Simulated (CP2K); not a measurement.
GaP under changes of volume

One of the cells (20.240 Å³/atom); the others are scaled copies at fixed shape and fractional positions:

```
Ga P
1.0
     3.85409    0.00000    0.00000
     1.92704    3.33774    0.00000
     1.92704    1.11258    3.14685
Ga P
1 1
Direct
  0.00000 0.00000 0.00000
  0.75000 0.75000 0.75000
```

| Quantity | Value |
| --- | --- |
| Program | CP2K 2026.2 |
| Functional | rPW86PBE |
| Potentials or basis | POTENTIAL_UZH Ga GTH-PBE-q13, P GTH-PBE-q5; TZVP-MOLOPT-PBE-GTH basis |
| Density cutoff | 6123 eV |
| k mesh | 8 × 8 × 8 |
| Occupations | fermi-dirac, width 0.05 eV |
| Spin | no spin polarisation |

```tsv
volume (Å³/atom)	energy over the lowest point (meV/atom)	pressure (GPa)	gap on the mesh (eV)
19.026	?	?	?
19.431	64.75	10.0	1.71
19.836	42.33	7.8	1.74
20.240	25.15	5.8	1.71
20.645	12.68	4.1	1.60
21.050	4.44	2.5	1.44
21.455	0.00	1.1	1.28
```

Q: What does the run at 19.026 Å³/atom give?

A: Energy over the lowest point 93.01 meV/atom; pressure 12.4 GPa; gap on the mesh 1.68 eV.

Worked out: A Birch-Murnaghan fit of order 3 (a polynomial in V^(-2/3)) to the other rows has its minimum at 21.78 Å³/atom, just outside them, with B0 = V·E''(V) = 67 GPa and B' = 4.6. It gives 93.04 meV/atom at 19.026 Å³/atom, against the run's 93.01, and -dE/dV = 12.4 GPa, against 12.4. A parabola through the other rows of the gap, of slope 5.27 eV per unit of ln V there, extrapolates to 1.64 eV, against the run's 1.68.

Energies are extrapolated to zero smearing.

Caveats: the potentials were made for another functional, which shifts forces and pressure; the basis of atomic orbitals isn't converged, which shifts pressures, moduli and gaps.

A mesh can miss the band edges. Spin-orbit coupling on Ga is left out.
